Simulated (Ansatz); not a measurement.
# Hg: energies, forces and stress near the listed structure

Aim: see how energy, forces, stress and gap of Hg answer to swapped elements, distortions that keep the symmetry, other functionals. Nothing is relaxed unless a step says so.

Method: DFT PBE, scalar-relativistic, plane waves, PAW, unless a step's input says otherwise, in Ansatz 0.2.0.

## Step 1: The structure to begin with

It takes space group I4/mmm (No. 139, tetragonal). The conventional cell has a = 4.139 Å, b = 4.139 Å, c = 3.605 Å, α = 90.00°, β = 90.00°, γ = 90.00°. Hg (site symmetry 4/mmm) is surrounded by 10 Hg at 3.44 to 3.60 Å.

Coordinates:

```
CELL_PARAMETERS angstrom
-2.06969 2.06969 1.80226
2.06969 -2.06969 1.80226
2.06969 2.06969 -1.80226
ATOMIC_POSITIONS crystal
Hg 0.00000 0.00000 0.00000
```

The structure comes from the Materials Project (structure only).

## Step 2: Functional and cell changed: LDA

Against the listed cell: strain xx, yy, zz, yz, xz, xy = -0.2, -0.2, -0.2, +0.0, +0.0, +0.0 %.

File input.yaml:

```yaml
crystal:
  lattice:
    - [-2.065534913, 2.065534913, 1.7986354614]
    - [2.065534913, -2.065534913, 1.7986354614]
    - [2.065534913, 2.065534913, -1.7986354614]
  atoms:
    - { symbol: Hg, position: [0.0, 0.0, 0.0] }
basis:
  ecutwfc: 420
kpoints:
  mp_grid: { grid: [16, 16, 16] }
hamiltonian:
  xc: lda
scf:
  occupations: { method: gaussian, width: 0.1 }
output:
  forces: true
  stress: true
  eigenvalues: true
  populations: true
```

Command:

```console
ansatz run input.yaml --threads 1 --pin off --max-ram 1331MiB --backend cpu --events-out ev --progress --plain --runs-dir out
```

Standard output, shortened:

```text
Warning: RAYON_NUM_THREADS=1 ignored (pool sized by the plan → 1); use --threads N
[...]
Pseudopotentials: kind: paw
Pseudopotential: Hg, paw, valence charge 20, recommended cutoff 420 eV (normal), Hg.paw.azcp
Functional definition: SPW92
[...]
Crystal: 1 atoms, lattice volume = 30.695 Å³
Basis set: ecut = 420 eV, 603 PW (Γ)
Bands: 14, of which v1, the nominal top of the filled ones, is band 10 counted from 1 (9 counted from 0)
Symmetry: 16 space group operations
Space group: I4/mmm (ITA 139), of the structure as read, at distance tolerance 3.1e-5 Å
k-points: 349 of 4096
[...]
SCF iter   1: F=—  HF=-13522.213050 eV  |F-HF|=—  |Δ(HF+E_count)|=         —  Δρ=4.29e-3  dr2=4.02e-3  ethr=1.77e-3  ⟨swp⟩=5.4  Hψ=25049  notcnv=0
[...]
SCF iter   6: F=-13522.211900 eV  HF=-13522.211900 eV  |F-HF|=1.71e-9  |Δ(HF+E_count)|=   2.57e-8  Δρ=4.14e-6  dr2=6.24e-9  ethr=5.00e-10  ⟨swp⟩=4.1  Hψ=15751  notcnv=0
[...]
SCF converged after 6 iterations
Free energy (F): -13522.211900 eV
[...]
E sigma→0 (E₀):  -13522.211491 eV
Entropy (-TS):   -0.000819 eV (-0.819 meV/atom)
Fermi energy:    9.756282 eV
[...]
--- Forces (eV/Å), atoms counted from 1 ---
  atom   1  Hg     0.00000000     0.00000000     0.00000000
[...]
--- Stress (GPa, compression-positive) ---
       -4.873576      -0.000000      -0.000000
       -0.000000      -4.873576      -0.000000
       -0.000000      -0.000000      -4.760242
  P = ⅓ Tr σ = -4.8358 GPa (-48.358 kbar)
--- Band table (eV; the first three rows and the last of 349) ---
  k-point 0: bands = ["-104.5313", "-52.8153", "-52.8153", "-52.8153", "2.6151", "3.3709", "3.6312", "3.6312", "3.8575", "4.1459", "21.4745", "21.4745", "23.9044", "24.1854"]
[...]
--- Löwdin populations: 1 site ---
  site symbol       q [e]
     0     Hg     19.8647
  spilling = 0.006767 (of n_electrons = 20.000000)
```

It took 3.4 s on 1 thread of an x86-64 CPU, shared host; peak memory 0.45 GiB.

By site:

```csv
atom,Löwdin electrons
Hg1,19.86
```

## Step 3: Variant: mp_grid.grid [13, 13, 13], xc rpbe, mixing.algorithm msr1, mixing.beta 0.1, ecutwfc left out

File input.yaml:

```yaml
crystal:
  lattice:
    - [-2.065534913, 2.065534913, 1.7986354614]
    - [2.065534913, -2.065534913, 1.7986354614]
    - [2.065534913, 2.065534913, -1.7986354614]
  atoms:
    - { symbol: Hg, position: [0.0, 0.0, 0.0] }
kpoints:
  mp_grid: { grid: [13, 13, 13] }
hamiltonian:
  xc: rpbe
scf:
  occupations: { method: gaussian, width: 0.1 }
  mixing: { algorithm: msr1, beta: 0.1 }
output:
  forces: true
  eigenvalues: true
  stress: true
```

Command:

```console
ansatz run input.yaml --threads 1 --pin off --max-ram 1331MiB --backend cpu --events-out ev --progress --plain --runs-dir out
```

Standard output, shortened:

```text
Warning: RAYON_NUM_THREADS=1 ignored (pool sized by the plan → 1); use --threads N
[...]
[... 2 set-up lines as earlier in the session ...]
Functional definition: RPBE
[...]
Crystal: 1 atoms, lattice volume = 30.695 Å³
Basis set: ecut = 420 eV, 603 PW (Γ), exchange–correlation on 48×48×48 points (8 copies of the dense FFT grid, shifted against one another)
Bands: 14, of which v1, the nominal top of the filled ones, is band 10 counted from 1 (9 counted from 0)
[... 2 set-up lines as earlier in the session ...]
k-points: 196 of 2197
[...]
SCF iter   1: F=—  HF=-13828.119638 eV  |F-HF|=—  |Δ(HF+E_count)|=         —  Δρ=3.70e-3  dr2=6.27e-3  ethr=1.77e-3  ⟨swp⟩=5.5  Hψ=14218  notcnv=0
[...]
SCF iter   7: F=-13828.118395 eV  HF=-13828.118395 eV  |F-HF|=1.73e-8  |Δ(HF+E_count)|=   4.38e-7  Δρ=8.28e-6  dr2=2.68e-8  ethr=5.00e-10  ⟨swp⟩=6.1  Hψ=11999  notcnv=0
[...]
SCF converged after 7 iterations
Free energy (F): -13828.118395 eV
[...]
E sigma→0 (E₀):  -13828.117940 eV
Entropy (-TS):   -0.000910 eV (-0.910 meV/atom)
Fermi energy:    10.384003 eV
[...]
--- Forces (eV/Å), atoms counted from 1 ---
  atom   1  Hg     0.00000000    -0.00000000    -0.00000000
[...]
--- Stress (GPa, compression-positive) ---
        1.872313       0.000000       0.000000
        0.000000       1.872313       0.000000
        0.000000      -0.000000       2.105909
  P = ⅓ Tr σ = 1.9502 GPa (19.502 kbar)
--- Band table (eV; the first three rows and the last of 196) ---
  k-point 0: bands = ["-103.7887", "-52.2688", "-52.2686", "-52.2686", "3.3132", "3.8473", "4.0991", "4.0991", "4.3200", "4.5961", "22.1699", "22.1699", "24.5990", "24.8714"]
[...]
```

Wall time 1.6 s (1 thread of an x86-64 CPU, shared host); peak memory 0.39 GiB.

```csv
run,ending,energy change,pressure (GPa),gap (eV),force (eV/Å),cycles,time
step 2,converged,-,-4.8,0.00,0.00,6,3.4 s
variant,converged,not comparable,2.0,0.00,0.00,7,1.6 s
```

Total energies don't compare across a change of functional; the pressure goes from -4.8 to 2.0 GPa. The k-point mesh changed too. Cost: 7 SCF cycles against 6, 1.6 s against 3.4 s.

## Step 4: One element swapped, cell strained: Hg → Cd, first probe

Against the listed cell: Cd takes all sites of Hg, and lengths are scaled by 1.055 as a first guess of the size; strain xx, yy, zz, yz, xz, xy = -5.1, -5.1, +3.9, +0.0, +0.0, +0.0 %.

File input.yaml:

```yaml
crystal:
  lattice:
    - [-2.0717338377, 2.0717338377, 1.9750840563]
    - [2.0717338377, -2.0717338377, 1.9750840563]
    - [2.0717338377, 2.0717338377, -1.9750840563]
  atoms:
    - { symbol: Cd, position: [0.0, 0.0, 0.0] }
basis:
  ecutwfc: 420
kpoints:
  mp_grid: { grid: [6, 6, 6] }
hamiltonian:
  xc: pbe
scf:
  occupations: { method: gaussian, width: 0.1 }
output:
  forces: true
  stress: true
  eigenvalues: true
```

Command:

```console
ansatz run input.yaml --threads 1 --pin off --max-ram 1331MiB --backend cpu --events-out ev --progress --plain --runs-dir out
```

Standard output, shortened:

```text
[...]
SCF converged after 6 iterations
Free energy (F): -8254.207442 eV
[...]
E sigma→0 (E₀):  -8254.206418 eV
Entropy (-TS):   -0.002047 eV (-2.047 meV/atom)
Fermi energy:    7.820705 eV
[...]
--- Forces (eV/Å), atoms counted from 1 ---
  atom   1  Cd    -0.00000000     0.00000000     0.00000000
[...]
--- Stress (GPa, compression-positive) ---
       -4.197207       0.000000       0.000000
        0.000000      -4.197207      -0.000000
        0.000000       0.000000      -3.546745
  P = ⅓ Tr σ = -3.9804 GPa (-39.804 kbar)
--- Band table (eV; the first three rows and the last of 30) ---
  k-point 0: bands = ["-94.5744", "-55.6288", "-55.6276", "-55.6276", "-0.5938", "-0.5563", "-0.5563", "-0.3427", "-0.3021", "1.7246", "18.7782", "18.7782", "19.2141", "20.9188"]
[...]
```

It took 0.46 s on 1 thread of an x86-64 CPU, shared host; peak memory 0.3 GiB.

## Step 5: Substitution of an element, cell strained: Hg → Cd

input.yaml: that of step 4 with these lines changed.

```diff
@@ -10,3 +10,3 @@
 kpoints:
-  mp_grid: { grid: [6, 6, 6] }
+  mp_grid: { grid: [14, 14, 14] }
 hamiltonian:
```

Command:

```console
ansatz run input.yaml --threads 1 --pin off --max-ram 1331MiB --backend cpu --events-out ev --progress --plain --runs-dir out
```

Standard output, shortened:

```text
Warning: RAYON_NUM_THREADS=1 ignored (pool sized by the plan → 1); use --threads N
[...]
[... 1 set-up line as earlier in the session ...]
Pseudopotential: Cd, paw, valence charge 20, recommended cutoff 420 eV (normal), Cd.paw.azcp
Functional definition: PBE
[...]
Crystal: 1 atoms, lattice volume = 33.909 Å³
Basis set: ecut = 420 eV, 659 PW (Γ), exchange–correlation on 48×48×48 points (8 copies of the dense FFT grid, shifted against one another)
Bands: 14, of which v1, the nominal top of the filled ones, is band 10 counted from 1 (9 counted from 0)
[... 1 set-up line as earlier in the session ...]
Space group: I4/mmm (ITA 139), of the structure as read, at distance tolerance 3.2e-5 Å
k-points: 244 of 2744
[...]
SCF iter   1: F=—  HF=-8254.193418 eV  |F-HF|=—  |Δ(HF+E_count)|=         —  Δρ=1.04e-3  dr2=5.80e-4  ethr=1.77e-3  ⟨swp⟩=5.7  Hψ=17407  notcnv=0
[...]
SCF iter   6: F=-8254.193513 eV  HF=-8254.193513 eV  |F-HF|=1.40e-9  |Δ(HF+E_count)|=   9.21e-8  Δρ=2.95e-6  dr2=3.05e-9  ethr=3.81e-10  ⟨swp⟩=2.1  Hψ=11853  notcnv=0
[...]
SCF converged after 6 iterations
Free energy (F): -8254.193513 eV
[...]
E sigma→0 (E₀):  -8254.192482 eV
Entropy (-TS):   -0.002062 eV (-2.062 meV/atom)
Fermi energy:    7.752150 eV
[...]
--- Forces (eV/Å), atoms counted from 1 ---
  atom   1  Cd     0.00000000     0.00000000    -0.00000000
[...]
--- Stress (GPa, compression-positive) ---
       -3.538937       0.000000       0.000000
        0.000000      -3.538937       0.000000
        0.000000       0.000000      -3.861023
  P = ⅓ Tr σ = -3.6463 GPa (-36.463 kbar)
--- Band table (eV; the first three rows and the last of 244) ---
  k-point 0: bands = ["-94.5599", "-55.6136", "-55.6136", "-55.6135", "-0.5816", "-0.5433", "-0.5433", "-0.3290", "-0.2902", "1.7289", "18.7809", "18.7809", "19.2194", "20.9224"]
[...]
```

It took 2 s on 1 thread of an x86-64 CPU, shared host; peak memory 0.43 GiB.

## Step 6: A change within the space group

The change: strain xx, yy, zz, yz, xz, xy = +3.1, +3.1, -5.9, +0.0, +0.0, +0.0 %.

File input.yaml:

```yaml
crystal:
  lattice:
    - [-2.1344971504, 2.1344971504, 1.696483478]
    - [2.1344971504, -2.1344971504, 1.696483478]
    - [2.1344971504, 2.1344971504, -1.696483478]
  atoms:
    - { symbol: Hg, position: [0.0, 0.0, 0.0] }
basis:
  ecutwfc: 420
kpoints:
  mp_grid: { grid: [16, 16, 16] }
hamiltonian:
  xc: pbe
scf:
  occupations: { method: gaussian, width: 0.1 }
output:
  forces: true
  stress: true
  eigenvalues: true
```

Command:

```console
ansatz run input.yaml --threads 1 --pin off --max-ram 1331MiB --backend cpu --events-out ev --progress --plain --runs-dir out
```

Standard output, shortened:

```text
Warning: RAYON_NUM_THREADS=1 ignored (pool sized by the plan → 1); use --threads N
[...]
[... 3 set-up lines as earlier in the session ...]
[...]
Crystal: 1 atoms, lattice volume = 30.917 Å³
Basis set: ecut = 420 eV, 589 PW (Γ), exchange–correlation on 48×48×48 points (8 copies of the dense FFT grid, shifted against one another)
Bands: 14, of which v1, the nominal top of the filled ones, is band 10 counted from 1 (9 counted from 0)
[... 2 set-up lines as earlier in the session ...]
k-points: 349 of 4096
[...]
SCF iter   1: F=—  HF=-13813.443375 eV  |F-HF|=—  |Δ(HF+E_count)|=         —  Δρ=1.29e-3  dr2=5.30e-4  ethr=1.77e-3  ⟨swp⟩=5.4  Hψ=25205  notcnv=0
[...]
SCF iter   6: F=-13813.443851 eV  HF=-13813.443851 eV  |F-HF|=4.00e-11  |Δ(HF+E_count)|=  2.84e-10  Δρ=4.20e-7  dr2=3.37e-11  ethr=2.03e-11  ⟨swp⟩=1.4  Hψ=13502  notcnv=0
[...]
SCF converged after 6 iterations
Free energy (F): -13813.443851 eV
[...]
E sigma→0 (E₀):  -13813.443607 eV
Entropy (-TS):   -0.000488 eV (-0.488 meV/atom)
Fermi energy:    9.994941 eV
[...]
--- Forces (eV/Å), atoms counted from 1 ---
  atom   1  Hg    -0.00000000    -0.00000000    -0.00000000
[...]
--- Stress (GPa, compression-positive) ---
       -0.497840      -0.000000      -0.000000
       -0.000000      -0.497840       0.000000
       -0.000000       0.000000       0.514000
  P = ⅓ Tr σ = -0.1606 GPa (-1.606 kbar)
--- Band table (eV; the first three rows and the last of 349) ---
  k-point 0: bands = ["-104.0733", "-52.5165", "-52.5165", "-52.5142", "3.0125", "3.5603", "3.9128", "3.9997", "3.9997", "4.4013", "20.7986", "20.7986", "24.6196", "25.2730"]
[...]
```

It took 2.7 s on 1 thread of an x86-64 CPU, shared host; peak memory 0.46 GiB.

## Step 7: Changed: dr2_threshold 1.0e-09, spin_polarized true

input.yaml: that of step 6 with these lines changed.

```diff
@@ -15,5 +15,8 @@
   occupations: { method: gaussian, width: 0.1 }
+  convergence: { dr2_threshold: 1.0e-09 }
 output:
   forces: true
+  eigenvalues: true
   stress: true
-  eigenvalues: true
+magnetization:
+  spin_polarized: true
```

Command:

```console
ansatz run input.yaml --threads 1 --pin off --max-ram 1331MiB --backend cpu --events-out ev --progress --plain --runs-dir out
```

Standard output, shortened:

```text
Warning: output.stress: scf.convergence.dr2_threshold = 1e-9 eV is looser than the 1e-10 eV advised for a printed stress (1e-10 eV for each atom of the cell: 1). What an SCF threshold leaves in a stress goes as its square root, and in the free energy as the threshold itself, and one [...]
Warning: RAYON_NUM_THREADS=1 ignored (pool sized by the plan → 1); use --threads N
[...]
[... 3 set-up lines as earlier in the session ...]
[...]
Crystal: 1 atoms, lattice volume = 30.917 Å³
Basis set: ecut = 420 eV, 589 PW (Γ), exchange–correlation on 48×48×48 points (8 copies of the dense FFT grid, shifted against one another)
Bands: 14, of which v1, the nominal top of the filled ones, is band 10 counted from 1 (9 counted from 0)
[... 2 set-up lines as earlier in the session ...]
k-points: 349 of 4096
[...]
SCF iter   9: F=-13813.443851 eV  HF=-13813.443851 eV  |F-HF|=3.64e-12  |Δ(HF+E_count)|=   1.66e-9  Δρ=6.16e-8 (↑6.16e-8 ↓6.16e-8)  dr2=3.40e-12  dr2_m=0.00e0  M=0.000 μB ∫|m|=0.000 μB  ethr=5.00e-12  ⟨swp⟩=4.3  Hψ=17221  notcnv=0
[...]
SCF converged after 9 iterations
Magnetization: 0.0000 μB (10.0000 up, 10.0000 down)
Absolute magnetization: 0.0000 μB (∫|ρ↑−ρ↓|)
Spin contamination: 0.0000 ħ² per cell (⟨S²⟩ above its minimum at these occupations)
Per-site moments (μB) at R_I (Å): [(0.0, 1.39959886935)]
Free energy (F): -13813.443851 eV
[...]
E sigma→0 (E₀):  -13813.443607 eV
Entropy (-TS):   -0.000488 eV (-0.488 meV/atom)
Fermi energy:    9.994944 eV
[...]
--- Forces (eV/Å), atoms counted from 1 ---
  atom   1  Hg    -0.00000000    -0.00000000    -0.00000000
[...]
--- Stress (GPa, compression-positive) ---
       -0.497820      -0.000000      -0.000000
       -0.000000      -0.497820       0.000000
       -0.000000       0.000000       0.514024
  P = ⅓ Tr σ = -0.1605 GPa (-1.605 kbar)
--- Band table (eV; the first three rows and the last of 698) ---
  k-point 0 ↑: bands = ["-104.0733", "-52.5165", "-52.5165", "-52.5142", "3.0126", "3.5603", "3.9128", "3.9997", "3.9997", "4.4013", "20.7986", "20.7986", "24.6197", "25.2730"]
[...]
```

Wall time 4.4 s (1 thread of an x86-64 CPU, shared host); peak memory 0.53 GiB.

```csv
run,ending,energy change,pressure (GPa),gap (eV),force (eV/Å),cycles,time
step 6,converged,0,-0.2,0.00,0.00,6,2.7 s
variant,converged,0.0 meV/atom,-0.2,0.00,0.00,9,4.4 s
```

With the changed convergence setting and spin polarisation the energy stays within 0.5 meV/atom: no moment was seeded, so none could form, and both runs end non-magnetic.

## Step 8: All points side by side

```
step                                                case  energy (meV/atom)  pressure (GPa)  largest force (eV/Å)  gap on the mesh (eV)
   2                    functional and cell changed: LDA                n/a            -4.8                  0.00                  0.00
   5  substitution of an element, cell strained: Hg → Cd                n/a            -3.6                  0.00                  0.00
   6                     a change within the space group               +0.0            -0.2                  0.00                  0.00
```

Energies are counted from step 6, with the smearing taken to zero. Other atoms or functionals have another zero of energy (n/a). A gap of 0.00 means none on the mesh at this level.

In words: Spin-orbit coupling is left out for Hg.
